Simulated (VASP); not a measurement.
Wanted: the native input for a VASP 6.6.1 run.

| Item | Value |
| --- | --- |
| Task | work function |
| Functional | PBE |
| Potentials or basis | VASP PAW PBE potentials, release 64 (W_sv) |
| Cutoff | 520 eV |
| k mesh | 17 × 17 × 1 |
| Occupations | methfessel-paxton, width 0.2 eV |
| Spin | no spin polarisation |
| Further INCAR settings | ALGO = Normal; EDIFF = 1e-06 |

The structure of W lies in POSCAR:

```
W                                       
1.0
    1.5920000000     -2.2514279913      0.0000000000
    1.5920000000      2.2514279913      0.0000000000
    0.0000000000      0.0000000000     28.5085679478
  W             
     7
Direct
     0.0000000000000000    0.0000000000000000    0.2653060522637071
     0.5000000000000000    0.5000000000000000    0.3415210334074041
     1.0000000000000000    1.0000000000000000    0.4208721537363332
     0.5000000000000000    0.5000000000000000    0.5000000000000000
     0.0000000000000000    0.0000000000000000    0.5791278462636668
     0.5000000000000000    0.5000000000000000    0.6584789665925959
     0.0000000000000000    0.0000000000000000    0.7346939477362927
```

The cell was built by a generator and needn't be a form met in nature.

One way to write it, as run:

INCAR

```
  PREC = Accurate
  ENCUT = 520
  EDIFF = 1E-6
  ISMEAR = 1
  SIGMA = 0.2
  LREAL = False
  LASPH = True
  NELM = 60
  ALGO = Normal
  ISIF = 2
  LWAVE = False
  LCHARG = True
  GGA = PE
  LVHAR = True
  LVACPOTAV = True
  KPAR = 8
```

KPOINTS

```
regular mesh
0
Gamma
  17 17 1
```

Potentials or basis: VASP PAW PBE potentials, release 64 (W_sv).

Command:

```console
$ cat potpaw_PBE.64/W_sv/POTCAR > POTCAR
$ mpirun -np 8 vasp_std > vasp.out
```

It gave:

```json
{
 "Band gap on the k mesh": "none (metal or under the smearing width)"
}
```

It took 3.3 min on 8 MPI ranks on Intel(R) Xeon(R) 6975P-C (Granite Rapids) (shared host), peak memory 0.82 GiB a rank.
